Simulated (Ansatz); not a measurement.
The system is Cs2AgBiBr6.

```xyz
10
Lattice="0.0000 5.6161 5.6161 5.6161 0.0000 5.6161 5.6161 5.6161 0.0000" Properties=species:S:1:pos:R:3 pbc="T T T"
Bi    0.0000    0.0000    0.0000
Cs    8.4242    8.4242    8.4242
Cs    2.8081    2.8081    2.8081
Ag    5.6161    5.6161    5.6161
Br    5.6161    5.6161    8.4180
Br    5.6161    5.6161    2.8142
Br    2.8142    5.6161    5.6161
Br    5.6161    8.4180    5.6161
Br    8.4180    5.6161    5.6161
Br    5.6161    2.8142    5.6161
```

Base run:

| Item | Value |
| --- | --- |
| Program | Ansatz 0.2.0 |
| Functional | PBEsol |
| Potentials or basis | Ansatz PAW |
| Cutoff | 420 eV (not typed: the program's choice for these potentials) |
| k mesh | 4 × 4 × 4 |
| Occupations | fermi-dirac, width 0.05 eV |
| Spin | no spin polarisation |
| Hubbard terms | Ag d U = 6 eV |

Its results: band gap on the k mesh 1.55 eV, indirect (least direct gap 2.59 eV); pressure 0.2 GPa; largest force 0.159 eV/Å.

The run is repeated on the same cell with these changes: hubbard terms from Ag d U = 6 eV to Ag d U = 2 eV. What comes out?

Band gap on the k mesh 1.34 eV, indirect (least direct gap 2.53 eV); pressure 0.1 GPa; largest force 0.245 eV/Å.

Caveats: spin-orbit coupling is left out, which as a rule narrows the gap of such compounds by several tenths of an eV; the PAW data sets come from PBE, with cores solved anew for the run's functional, which leaves a small shift of forces and pressure; the density of states is complete only up to the lowest level of the last band computed.

A k mesh can miss the band edges.
